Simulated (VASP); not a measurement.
# KMgF3: single point with LDA

Crystal: KMgF3.

```
K Mg F
1.0
     3.98590    0.00000    0.00000
     0.00000    3.98590    0.00000
     0.00000    0.00000    3.98590
K Mg F
1 1 3
Direct
  0.50000 0.50000 0.50000
  0.00000 0.00000 0.00000
  0.50000 0.94456 0.94456
  0.00000 0.44456 0.94456
  0.00000 0.94456 0.44456
```

The cell isn't the ideal one: all F atoms moved +0.312 Å, as atom 3 towards its neighbour atom 1 (K) at 2.818 Å.

```yaml
Program: VASP 6.6.1
Task: single point
Functional: LDA
Potentials_or_basis: VASP PAW LDA potentials, release 64 (K_sv, Mg, F)
Cutoff: 520 eV
k_mesh: 6 × 6 × 6
Occupations: gaussian, width 0.05 eV
Spin: no spin polarisation
```

| Property | Result |
| --- | --- |
| Pressure | -0.5 GPa |
| Largest force | 2.784 eV/Å |
| Band gap on the k mesh | 6.91 eV, indirect (least direct gap 7.23 eV) |

Forces in eV/Å, atoms in the order of the input:
```
K    0.000 -0.237 -0.237
Mg   0.000 -1.968 -1.968
F    0.000  0.340  0.340
F    0.000  1.789  0.076
F    0.000  0.076  1.789
```

Stress tensor (GPa, compression positive):
```
-5.30  0.00  0.00
 0.00  1.92 -1.12
 0.00 -1.12  1.92
```

Levels at points of the mesh, in eV from the valence-band top:
```csv
k point,band 14,band 15,band 16,band 17,band 18,band 19
"(0.00, 0.00, 0.00)",-0.38,-0.35,-0.33,6.91,9.94,9.95
"(0.50, 0.00, 0.00)",-0.80,-0.67,-0.56,9.64,9.99,10.92
"(0.00, 0.50, 0.00)",-0.87,-0.57,-0.50,9.66,10.04,11.00
"(0.50, 0.50, 0.00)",-0.89,-0.83,-0.04,10.55,11.30,11.86
"(0.00, 0.50, 0.50)",-0.85,-0.84,-0.08,10.34,11.57,11.96
"(0.50, 0.50, 0.50)",-0.08,-0.05,0.00,10.21,10.25,10.33
```

It took 45 s on 1 thread of Intel(R) Xeon(R) 6975P-C (Granite Rapids), with other jobs on the host, peak memory 0.19 GiB.

Caveat: forces of over 1 eV/Å show positions far from the minimum, so gaps and moduli don't describe the material at rest. A k mesh can miss the band edges.
